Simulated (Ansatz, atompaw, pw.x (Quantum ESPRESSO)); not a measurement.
# Si (Z = 14): does the PAW (atompaw) potential hold in the solid?

- Element: Si (Z = 14)
- Generator: atompaw 4.2.0.5
- Type: PAW
- Functional: PBE
- Relativity: scalar-relativistic
- Frozen core: [Ne]
- Valence charge: 4
- Reference configuration: 3s2 3p2
- Partial waves: 3s (bound): rc 2.00 bohr; 3s channel at 0.05 Ry: rc 1.50 bohr; 3p (bound): rc 2.00 bohr; 3p channel at 4 Ry: rc 2.00 bohr; 3d channel at 0.5 Ry: rc 2.00 bohr; 3d channel at 1.95 Ry: rc 2.00 bohr
- Local potential: ultrasoft scheme with l = 3 at -0.5 Ry, radius 1.50 bohr
- Core correction: smooth core density matched at 2.00 bohr
- Augmentation charge: sinc compensation charge, radius 1.90 bohr; PAW radius 2.00 bohr; waves and projectors: custom polynom2 7 10 vanderbiltortho

Atomic tests: cutoffs needed: 10 Ry and 15 Ry (the cutoffs (Ry, on a coarse ladder) from which the occupation-weighted sum of valence levels, in a spherical-Bessel basis at the reference potential, stays within 10 and 1 mRy of its value at 400 Ry); ghost test: no extra level below or beside the all-electron valence levels (s, p, d, f tested) (spherical-Bessel basis up to 400 Ry, 20 bohr box); lowest eigenvalue of the overlap operator: 0.10 (s channel).

Crystal test: fcc Si in pw.x 7.5, no spin, 15³ k-points, Fermi–Dirac smearing 0.01 Ry, cutoffs 40/400 Ry. The reference is all-electron LAPW (Ansatz 0.2.0) with the same functional, mesh and smearing; V0 and B0 come from Birch–Murnaghan fits to the pressures at five volumes. Errors are pseudo minus all-electron; Δ is the rms difference of the E(V) curves that follow from these fits, minima aligned, over ±6 % about the mean V0. Mesh and smearing are coarse, so the numbers serve the comparison and aren't converged zero-temperature values; the lattice is a test structure that the element need not adopt.

```csv
V (Å³/atom),P all-electron (GPa),P pseudo (GPa)
13.704,5.12,5.15
14.064,2.56,2.59
14.425,0.32,0.34
14.786,-1.65,-1.63
15.146,-3.38,-3.37
```

All-electron: a0 = 3.869 Å (V0 = 14.48 Å³/atom), B0 = 82.7 GPa.

Pseudopotential: mean pressure error (GPa): +0.02; a0 (Å): 3.869; a0 error (%): +0.01; B0 error (%): +0.1; Δ (meV/atom): 0.1.

Task: At the middle volume, how do free energy and pressure move when the wave cutoff is lowered (ecutrho held at 400 Ry)?

Result:

| cutoff (Ry) | shift of F (meV/atom) | shift of P (GPa) |
| --- | --- | --- |
| 18 | +4.2 | -0.17 |
| 24 | +0.3 | -0.01 |
| 32 | +0.1 | +0.00 |

The 8 pw.x runs together took about 56 s on one core of a shared server CPU.
